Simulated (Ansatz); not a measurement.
# MnS: the cost of one run

Computed with Ansatz 0.2.0 (DFT PBE, scalar-relativistic, plane waves, PAW, unless a step's input says otherwise).

The COD entry's cell or inner coordinates are ideal or old and differ from later refinements, so a difference from it is no clean test against experiment.

1 further run of the same task is left out (set aside as unsound or not needed).

## (1) The system as given

Symmetry: Fm-3m, No. 225, cubic system. Conventional cell: a = 5.095 Å, b = 5.095 Å, c = 5.095 Å, α = 90.00°, β = 90.00°, γ = 90.00°. Mn (site symmetry m-3m) has 6 S at 2.55 Å as nearest neighbours. Around S (site symmetry m-3m) lie 6 Mn at 2.55 Å.

Coordinates:

```
Mn S
1.0
     0.00000    2.54760    2.54760
     2.54760    0.00000    2.54760
     2.54760    2.54760    0.00000
Mn S
1 1
Cartesian
  0.0000 0.0000 0.0000
  2.5476 2.5476 2.5476
```

It is the result of an earlier relaxation at this level (volume 16.53 Å³/atom; gap on the mesh: none (metal), site moments up to 4.0 μB).

The bulk reference comes from a run made before at the same settings: -2400.9214 eV/atom.

## (2) The (100) slab

Miller indices refer to the conventional cell of the relaxed bulk, Fm-3m (No. 225): a = 5.095 Å, b = 5.095 Å, c = 5.095 Å, α = 90.00°, β = 90.00°, γ = 90.00°.

Cut from the relaxed bulk: a (100) slab, 5.1 Å thick as cut, with 15 Å of vacuum; its outer planes are MnS (top) and MnS (bottom).

The slab as cut. Layers, bottom to top:

```csv
plane,atoms per cell,height over the lowest (Å)
1,MnS,0.00
2,MnS,2.55
3,MnS,5.10
```

## (3) The slab as cut, atoms at the bulk's places

A dipole layer in the vacuum cancels the field that periodic copies would set up if the slab's two faces differ.

File input.yaml:

```yaml
crystal:
  lattice:
    - [3.6028533902, 0.0, 0.0]
    - [0.0, 3.6028533902, 0.0]
    - [0.0, 0.0, 20.0952041277]
  atoms:
    - { symbol: Mn, position: [0.5, 0.5, 0.3732233797], spin: 4.42 }
    - { symbol: S, position: [0.0, 0.0, 0.3732233797], spin: 0.14 }
    - { symbol: Mn, position: [0.0, 0.0, 0.5], spin: 4.42 }
    - { symbol: S, position: [0.5, 0.5, 0.5], spin: 0.14 }
    - { symbol: Mn, position: [0.5, 0.5, 0.6267766203], spin: 4.42 }
    - { symbol: S, position: [0.0, 0.0, 0.6267766203], spin: 0.14 }
basis:
  ecutwfc: 420
kpoints:
  mp_grid: { grid: [10, 10, 1] }
hamiltonian:
  xc: pbe
scf:
  occupations: { method: gaussian, width: 0.1 }
output:
  forces: true
  stress: true
  eigenvalues: true
  populations: true
magnetization:
  spin_polarized: true
efield:
  axis: 3
  dipole_correction: true
```

Run with:

```sh
$ ansatz run input.yaml --threads 1 --pin off --max-ram 2560MiB --backend cpu --events-out ev --progress --plain --runs-dir out
```

**Question.** How long does this run take on 1 thread of Intel Xeon at 2.70GHz, shared host, and how much memory does it need?

About 90 s, with a peak of 0.72 GiB.
